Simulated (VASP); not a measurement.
# In (P6_3/mmc) in VASP: a series of runs

One crystal, In, is run at these levels: PBE; tasks: single point.

Program: VASP 6.6.1. These are calculated values, not measurements. Logs are shortened: lines on timing, memory, paths and dates and some standing lists are left out, and cuts for length are marked.

### 1 Starting point

It takes space group P6_3/mmc (No. 194, hexagonal). The conventional cell has a = 3.335 Å, b = 3.335 Å, c = 5.509 Å, α = 90.00°, β = 90.00°, γ = 120.00°. In (site symmetry -6m2) has 12 In at 3.34 to 3.36 Å as nearest neighbours.

This isn't the form of In at room conditions, which is tetragonal.

### 2 Single point, PBE

File INCAR:

```
  PREC = Accurate
  ENCUT = 400
  EDIFF = 1E-6
  ISMEAR = 1
  SIGMA = 0.2
  LREAL = False
  LASPH = False
  NELM = 100
  ALGO = Normal
  ISIF = 2
  LWAVE = False
  LCHARG = False
  GGA = PE
  NBANDS = 20
  ADDGRID = False
```

File KPOINTS:

```
regular mesh
0
Gamma
  8 8 4
```

File POSCAR:

```
In
1.0
    3.3354847820      0.0000000000      0.0000000000
   -1.6677423910      2.8886145552      0.0000000000
    0.0000000000      0.0000000000      5.5091429200
In
2
Direct
    0.6666666667      0.3333333333      0.7500000000
    0.3333333333      0.6666666667      0.2500000000
```

Potentials or basis: VASP PAW PBE potentials, release 64 (In_d).

Command:

```sh
> cat potpaw_PBE.64/In_d/POTCAR > POTCAR
> mpirun -np 1 vasp_std > vasp.out
```

OUTCAR:

```text
PREC = Accurate
   ENCUT = 400
   EDIFF = 1E-6
   ISMEAR = 1
   LREAL = False
   LASPH = False
   NELM = 100
   ISIF = 2
   GGA = PE

 Found     30 irreducible k-points:

 Following reciprocal coordinates:
            Coordinates               Weight
  0.000000  0.000000  0.000000      1.000000
  0.125000  0.000000  0.000000      6.000000
  0.250000  0.000000  0.000000      6.000000
  0.375000  0.000000  0.000000      6.000000
  0.500000  0.000000  0.000000      3.000000
  0.125000  0.125000  0.000000      6.000000
   k-points           NKPTS =     30   k-points in BZ     NKDIM =     30   number of bands    NBANDS=     20
   number of dos      NEDOS =    301   number of ions     NIONS =      2
   total plane-waves  NPLWV =  20736
   dimension x,y,z NGX =    24 NGY =   24 NGZ =   36
   dimension x,y,z NGXF=    48 NGYF=   48 NGZF=   72
   ions per type =               2
   NGX,Y,Z   is equivalent  to a cutoff of  11.96, 11.96, 10.86 a.u.
   NGXF,Y,Z  is equivalent  to a cutoff of  23.92, 23.92, 21.73 a.u.
 SYSTEM =  unknown system
   PREC   = accura    normal or accurate (medium, high low for compatibility)
   ISTART =      0    job   : 0-new  1-cont  2-samecut
   ICHARG =      2    charge: 1-file 2-atom 10-const
   ISPIN  =      1    spin polarized calculation?
   LNONCOLLINEAR =      F non collinear calculations
   LSORBIT =      F    spin-orbit coupling
   LASPH  =      F    aspherical Exc in radial PAW
   ENCUT  =  400.0 eV  29.40 Ry    5.42 a.u.   5.44  5.44  8.98*2*pi/ulx,y,z
   NELM   =    100;   NELMIN=  2; NELMDL= -5     # of ELM steps
   EDIFF  = 0.1E-05   stopping-criterion for ELM
   LREAL  =      F    real-space projection
   EDIFFG = 0.1E-04   stopping-criterion for IOM
   NSW    =      0    number of steps for IOM
   IBRION =     -1    ionic relax: 0-MD 1-quasi-New 2-CG
   NFREE  =      0    steps in history (QN), initial steepest desc. (CG)
   ISIF   =      2    stress and relaxation
   ISYM   =      2    0-nonsym 1-usesym 2-fastsym
   POTIM  = 0.5000    time-step for ionic-motion
   TEBEG  =    0.0;   TEEND  =   0.0 temperature during run
   PSTRESS=    0.0 pullay stress
   NELECT =      26.0000    total number of electrons
   NUPDOWN=      -1.0000    fix difference up-down
   EMIN   =  10.00;   EMAX   =-10.00  energy-range for DOS
   EFERMI =   0.00;   METHOD = LEGACY
   ISMEAR =     1;   SIGMA  =   0.20  broadening in eV -4-tet -1-fermi 0-gaus
   EFERMI_NEDOS =   21; number of points for ismear=-14 and -15
   IALGO  =     38    algorithm
   IMIX   =      4    mixing-type and parameters
     AMIX     =   0.40;   BMIX     =  1.00
     AMIX_MAG =   1.60;   BMIX_MAG =  1.00
  volume/ion in A,a.u.               =      26.54       179.10
  Fermi-wavevector in a.u.,A,eV,Ry     =   1.290491  2.438675 22.658704  1.665368
  Thomas-Fermi vector in A             =   2.422320
   LORBIT       =      0    0 simple, 1 ext, 2 COOP (PROOUT), +10 PAW based schemes
   GGA     = PE    functional components
   LHFCALC =     F    Hartree Fock is set to
   AEXX    =    0.0000 exact exchange contribution
   IVDW    =     0    specifies the selected vdW correction
   LEPSILON=     F    determine dielectric tensor
   LRPA    =     F    only Hartree local field effects (RPA)
 non-spin polarized calculation
 Methfessel and Paxton  Order N= 1 SIGMA  =   0.20
  energy-cutoff  :      400.00
  volume of cell :       53.08
 maximum number of plane-waves:       990
 NGX is ok and might be reduce to    24
   NGX = 11   NGY = 11   NGZ = 17

 number of electron      25.9999991 magnetization

 Free energy of the ion-electron system (eV)
  ---------------------------------------------------
  ext. energy  EPLUGINS =         0.00000000
  ---------------------------------------------------
  free energy    TOTEN  =        -5.00975165 eV

  energy without entropy =       -5.00724444  energy(sigma->0) =       -5.00891591

 E-fermi :   7.4390     XC(G=0): -10.1874

 val. band max:        7.2271068273   @ k =   0.2500   0.2500   0.0000
 cond. band min:       7.4588665720   @ k =   0.2500   0.2500   0.5000
 fundamental gap:      0.2317597447
 Fermi energy:         7.4390083720

 k-point     1 :       0.0000    0.0000    0.0000
  band No.  band energies     occupation
      1      -7.3303      2.00000
      2      -7.2773      2.00000
      3      -7.2317      2.00000
      4      -7.2317      2.00000
      5      -7.2052      2.00000
      6      -7.2052      2.00000
      7      -7.1486      2.00000
      8      -7.1486      2.00000
      9      -6.9708      2.00000
     10      -6.9708      2.00000
     11      -2.0868      2.00000
     12       2.9274      2.00000
     13       4.0004      2.00000
     14      15.7472      0.00000
     15      15.7472      0.00000
     16      17.5572      0.00000
     17      17.5572      0.00000
     18      17.6497      0.00000
     19      18.2561      0.00000
     20      18.7299      0.00000

 k-point     2 :       0.1250    0.0000    0.0000
  band No.  band energies     occupation
      1      -7.3201      2.00000
      2      -7.2733      2.00000
      3      -7.2193      2.00000
      4      -7.1956      2.00000
      5      -7.1891      2.00000
      6      -7.1724      2.00000
      7      -7.1649      2.00000
      8      -7.1647      2.00000
      9      -7.0036      2.00000
     10      -6.9656      2.00000
     11      -1.7830      2.00000
     12       3.1858      2.00000
     13       4.3513      2.00000
     14      12.8932      0.00000
     15      14.4452      0.00000
     16      16.1335      0.00000
     17      17.4627      0.00000
     18      17.7685      0.00000
     19      18.1389      0.00000
     20      19.2209      0.00000

 k-point     3 :       0.2500    0.0000    0.0000
  band No.  band energies     occupation
      1      -7.3681      2.00000
      2      -7.2464      2.00000
      3      -7.2387      2.00000
      4      -7.2055      2.00000
      5      -7.2007      2.00000
      6      -7.1080      2.00000
      7      -7.0856      2.00000
      8      -7.0698      2.00000
      9      -7.0647      2.00000
     10      -6.9571      2.00000
     11      -0.8588      2.00000
     12       3.9807      2.00000
     13       5.3620      2.00000
     14       9.1758     -0.00000
     15      12.8791      0.00000
     16      13.4727      0.00000
     17      14.9378      0.00000
     18      15.8128      0.00000
     19      17.1172      0.00000
     20      18.6285      0.00000

 k-point     4 :       0.3750    0.0000    0.0000
  band No.  band energies     occupation
      1      -7.4246      2.00000
      2      -7.3146      2.00000
      3      -7.2767      2.00000
      4      -7.2329      2.00000
      5      -7.1419      2.00000
      6      -7.1208      2.00000
      7      -7.0124      2.00000
      8      -6.9813      2.00000
      9      -6.9602      2.00000
     10      -6.9519      2.00000
     11       0.6958      2.00000
     12       5.1133      2.00000
     13       6.1344      2.00000
     14       6.9075      2.00111
     15      10.2805     -0.00000
     16      11.8339      0.00000
     17      12.0740      0.00000
     18      15.1061      0.00000
     19      16.0676      0.00000
     20      17.8319      0.00000

 k-point     5 :       0.5000    0.0000    0.0000
  band No.  band energies     occupation
      1      -7.4479      2.00000
      2      -7.3475      2.00000
      3      -7.2912      2.00000
      4      -7.2455      2.00000
      5      -7.1389      2.00000
      6      -7.1159      2.00000
      7      -6.9729      2.00000
      8      -6.9504      2.00000
      9      -6.9380      2.00000
     10      -6.9153      2.00000
     11       2.5490      2.00000
     12       3.2656      2.00000
     13       7.4680      0.75724
     14       7.7059     -0.06774
     15       8.2667     -0.00000
     16      10.2675     -0.00000
     17      11.4690      0.00000
     18      14.8959      0.00000
     19      15.6827      0.00000
     20      17.5340      0.00000

 k-point     6 :       0.1250    0.1250    0.0000
  band No.  band energies     occupation
      1      -7.3028      2.00000
      2      -7.2946      2.00000
      3      -7.2103      2.00000
      4      -7.1997      2.00000
      5      -7.1899      2.00000
      6      -7.1809      2.00000
      7      -7.1001      2.00000
      8      -7.0936      2.00000
      9      -7.0473      2.00000
     10      -6.9628      2.00000
     11      -1.1684      2.00000
     12       3.7135      2.00000
     13       5.0325      2.00000
     14      10.8411     -0.00000
     15      11.6059      0.00000
     16      15.4714      0.00000
     17      15.9699      0.00000
     18      16.1197      0.00000
     19      17.7569      0.00000
     20      18.1690      0.00000

 [... further k-points ...]

------------------------ aborting loop because EDIFF is reached ----------------------------------------

  FORCE on cell =-STRESS in cart. coord.  units (eV):
  Direction    XX          YY          ZZ          XY          YZ          ZX
  --------------------------------------------------------------------------------------
  -------------------------------------------------------------------------------------
  Total        0.3259142      0.3259142      0.7932443      0.0000000     -0.0000000      0.0000000
  in kB        9.8374222      9.8374222     23.9433509      0.0000000     -0.0000000      0.0000000
  external PRESSURE =      14.5393985 kB  Pullay stress =       0.0000000 kB

 VOLUME and BASIS-vectors are now :
 -----------------------------------------------------------------------------
  energy-cutoff  :      400.00
  volume of cell :       53.08
      direct lattice vectors                 reciprocal lattice vectors
     3.335484782  0.000000000  0.000000000     0.299806495  0.173093360  0.000000000
    -1.667742391  2.888614555  0.000000000     0.000000000  0.346186721  0.000000000
     0.000000000  0.000000000  5.509142920     0.000000000  0.000000000  0.181516438

 POSITION                                       TOTAL-FORCE (eV/Angst)
 -----------------------------------------------------------------------------------
      1.66774      0.96287      4.13186        -0.000000     -0.000000      0.000000
     -0.00000      1.92574      1.37729         0.000000      0.000000      0.000000
 -----------------------------------------------------------------------------------
    total drift:                                0.000000     -0.000000      0.000000

  FREE ENERGIE OF THE ION-ELECTRON SYSTEM (eV)
  ---------------------------------------------------
  free  energy   TOTEN  =        -5.0097516452 eV

  energy  without entropy=       -5.0072444355  energy(sigma->0) =       -5.00891591
```

It took 6.6 s on 1 thread of Intel Xeon 6975P-C (Granite Rapids), shared host; peak memory 0.16 GiB.

These settings aren't checked as converged: the numbers below hold their error.

What came out:

- Free energy: -5.0098 eV
- Pressure: 1.5 GPa
- Band gap on the k mesh: none (metal or under the smearing width)

### 3 Single point, PBE

File INCAR:

```
  PREC = Normal
  ENCUT = 400
  EDIFF = 1E-4
  ISMEAR = 1
  SIGMA = 0.2
  LREAL = Auto
  LASPH = True
  NELM = 100
  ALGO = Normal
  ISIF = 2
  LWAVE = False
  LCHARG = False
  GGA = PE
  NBANDS = 20
  ADDGRID = False
```

KPOINTS is that of step 2.

POSCAR is that of step 2.

Potentials or basis: VASP PAW PBE potentials, release 64 (In_d).

Command:

```sh
> cat potpaw_PBE.64/In_d/POTCAR > POTCAR
> mpirun -np 1 vasp_std > vasp.out
```

It took 4.2 s on 1 thread of Intel Xeon 6975P-C (Granite Rapids), shared host; peak memory 0.12 GiB.

The run converged, but some of its settings lie outside the range that counts as converged, so its numbers aren't taken as properties of the crystal.

What came out:

- Free energy: -5.0118 eV
- Pressure: 1.3 GPa
- Band gap on the k mesh: none (metal or under the smearing width)

### 4 The reference run

An earlier run on the cell as given: functional PBEsol; potentials or basis VASP PAW PBE potentials, release 64 (In_d); cutoff 520 eV; k mesh 9 × 9 × 5; occupations fermi-dirac, width 0.05 eV; no spin polarisation.

* Pressure: -1.4 GPa
* Band gap on the k mesh: none (metal or under the smearing width)
